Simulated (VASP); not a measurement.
Wanted: the native input for a VASP 6.6.1 run.

```
Task                   : single point
Functional             : PBE
Potentials or basis    : VASP PAW PBE potentials, release 64 (Na_pv, S)
Cutoff                 : 520 eV
k mesh                 : 4 × 4 × 4
Occupations            : gaussian, width 0.1 eV
Spin                   : no spin polarisation
Dipole correction      : no
Further INCAR settings : ALGO = Normal; EDIFF = 1e-06; NBANDS = 17
```

The structure of Na2S lies in POSCAR:

```
Na2S
1.0
    0.0000000000      3.2491545700      3.2491545700
    3.2491545700      0.0000000000      3.2491545700
    3.2491545700      3.2491545700      0.0000000000
Na S
2 1
Direct
    0.2500000000      0.2500000000      0.2500000000
    0.7500000000      0.7500000000      0.7500000000
    0.0000000000      0.0000000000      0.0000000000
```

The cell comes from a database or a generator and needn't be the stable form of this composition.

One way to write it, as run:

INCAR

```
SYSTEM = Na2S
ALGO = Normal
EDIFF = 1E-6
ENCUT = 520
GGA = PE
ISIF = 2
ISMEAR = 0
LASPH = .TRUE.
LCHARG = .FALSE.
LREAL = .FALSE.
LWAVE = .FALSE.
NBANDS = 17
NELM = 80
PREC = Accurate
SIGMA = 0.1
```

KPOINTS

```
k-points
0
G
  4 4 4
  0 0 0
```

Potentials or basis: VASP PAW PBE potentials, release 64 (Na_pv, S).

The run is started by

```console
$ cat potpaw_PBE.64/Na_pv/POTCAR potpaw_PBE.64/S/POTCAR > POTCAR
$ mpirun -np 1 vasp_std > vasp.out
```

It gave:

```
Pressure               : 1.0 GPa
Band gap on the k mesh : 2.55 eV, direct
```

Run time: 12 s on 1 thread of Intel(R) Xeon(R) Platinum 8375C CPU @ 2.90GHz (Ice Lake) (shared host), peak memory 0.19 GiB.
